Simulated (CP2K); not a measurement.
ZrB2, 3 atoms in the cell. Symmetry: P6/mmm, No. 191, hexagonal system. Conventional cell: a = 3.170 Å, b = 3.170 Å, c = 3.533 Å, α = 90.00°, β = 90.00°, γ = 120.00°. Zr (site symmetry 6/mmm) is surrounded by 12 B at 2.54 Å. Around B (site symmetry -6m2) lie 3 B at 1.83 Å. 

```yaml
Program: CP2K 2026.2
Task: single point
Functional: PBEsol
Potentials_or_basis: POTENTIAL_UZH Zr GTH-PBE-q12, B GTH-PBE-q3; TZVP-MOLOPT-PBE-GTH basis
Density_cutoff: 6123 eV
k_mesh: 10 × 10 × 8
Occupations: fermi-dirac, width 0.05 eV
Spin: no spin polarisation
SCF_solver: diagonalisation with k points
Quickstep_method: GPW
EPS_DEFAULT: 1.0E-10
EPS_SCF: 1.0E-6
MAX_SCF: 100
SCF_GUESS: ATOMIC
k_points_reduced_by_the_point_group: yes
Mesh_centred_on_Gamma: yes
CHOLESKY: OFF
EPS_EIGVAL: 1.0E-7
MIXING_METHOD: BROYDEN_MIXING
MIXING_ALPHA: 0.4
NBUFFER: 8
NGRIDS: 4
Basis_sets: Zr TZVP-MOLOPT-PBE-GTH-q12, B TZVP-MOLOPT-PBE-GTH-q3
Potentials: Zr GTH-PBE-q12 of POTENTIAL_UZH, B GTH-PBE-q3 of POTENTIAL_UZH
ADDED_MOS: "[15]"
REL_CUTOFF_Ry: 60 Ry
MIXING_BETA_1/bohr: 1.5 1/bohr
CUTOFF_of_the_grids: 450 Ry
```

Potentials or basis: POTENTIAL_UZH Zr GTH-PBE-q12, B GTH-PBE-q3; TZVP-MOLOPT-PBE-GTH basis.

Command:

```console
$ OMP_NUM_THREADS=1 cp2k.psmp -i zrb2_scf.inp -o zrb2_scf.out
```

Hardware: 1 thread of Arm Neoverse V2, on a shared host.

Problem. How long does it take, and how much memory?

Solution. Wall time 2.3 min on 1 thread of Arm Neoverse V2, with other jobs on the host, peak memory 0.41 GiB. Counts: scf iterations 13, k points 70, basis 69, bands 24, force evaluations 1.
